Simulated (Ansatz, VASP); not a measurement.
## One calculation of TiAl3, two programs

Contents of POSCAR:

```
TiAl3
1.0
    2.8396770000      0.0000000000      0.0000000000
    0.0000000000      4.6812640000      0.0000000000
    0.0000000000      0.0000000000      4.9007420000
Ti Al
1 3
Direct
    0.0000000000      0.5000000000      0.1659160000
    0.5000000000      0.5000000000      0.6672710000
    0.5000000000      0.0000000000      0.3309120000
    0.0000000000      0.0000000000      0.8359000000
```

INCAR.step1

```
SYSTEM = TiAl3
PREC = Accurate ; ENCUT = 520
ISMEAR = 1 ; SIGMA = 0.1
LREAL = .FALSE. ; LASPH = .TRUE.
NELM = 80 ; NBANDS = 18
GGA = PE ; ALGO = Normal
EDIFF = 1E-4 ; LWAVE = .TRUE.
LCHARG = .FALSE.
```

File INCAR.step2:

```
SYSTEM = TiAl3
PREC = Accurate ; ENCUT = 520
EDIFF = 1E-6 ; ISMEAR = 1
SIGMA = 0.1 ; LREAL = .FALSE.
LASPH = .TRUE. ; NELM = 80
ALGO = Normal ; ISIF = 2
LWAVE = .FALSE. ; LCHARG = .TRUE.
METAGGA = R2SCAN ; LMIXTAU = .TRUE.
LELF = .TRUE. ; LVHAR = .TRUE.
NBANDS = 18 ; ISTART = 1
```

File KPOINTS:

```
Automatic mesh
0
G
  14 10 10
  0 0 0
```

Input for Ansatz:

```yaml
crystal:
  lattice:
    - [2.839677, 0.0, 0.0]
    - [0.0, 4.681264, 0.0]
    - [0.0, 0.0, 4.900742]
  atoms:
    - { symbol: Ti, position: [0.0, 0.5, 0.165916] }
    - { symbol: Al, position: [0.5, 0.5, 0.667271] }
    - { symbol: Al, position: [0.5, 0.0, 0.330912] }
    - { symbol: Al, position: [0.0, 0.0, 0.8359] }
basis:
  ecutwfc: 500
kpoints:
  mp_grid: { grid: [14, 10, 10] }
hamiltonian:
  xc: r2scan
scf:
  occupations: { method: methfessel_paxton, width: 0.1 }
output:
  forces: true
  stress: true
  eigenvalues: true
```

Alike in both runs: task single point; functional r2SCAN; k mesh 14 × 10 × 10; occupations methfessel-paxton of order 1, width 0.1 eV; no spin polarisation.

|  | VASP | Ansatz |
| --- | --- | --- |
| version | VASP 6.6.1 | Ansatz 0.2.0 |
| potentials or method | VASP PAW PBE potentials, release 64 (Ti_sv, Al) | scalar-relativistic, plane waves, PAW |
| plane-wave cutoff (eV) | 520 | 500 |
| valence electrons in the cell | 21 | 21 |

|  | VASP | Ansatz | Ansatz less VASP |
| --- | --- | --- | --- |
| gap on the k mesh at the Fermi level (eV) | none | none | - |
| pressure (GPa) | -2.3 | -2.2 | +0.09 |
| largest component of the traceless stress (GPa) | 1.62 | 1.61 | -0.009 |
| rms of the force components (eV/Å) | 0.016 | 0.013 | -0.0029 |

Atom by atom the forces differ by 0.005 eV/Å (rms over components). A gap of «none» marks a metal or a gap that the smearing closes. With one functional, cell and mesh, what is left measures potentials, basis and numerics.

Caveats: the PAW data sets were made with another functional, which shifts forces and pressure a little (VASP).
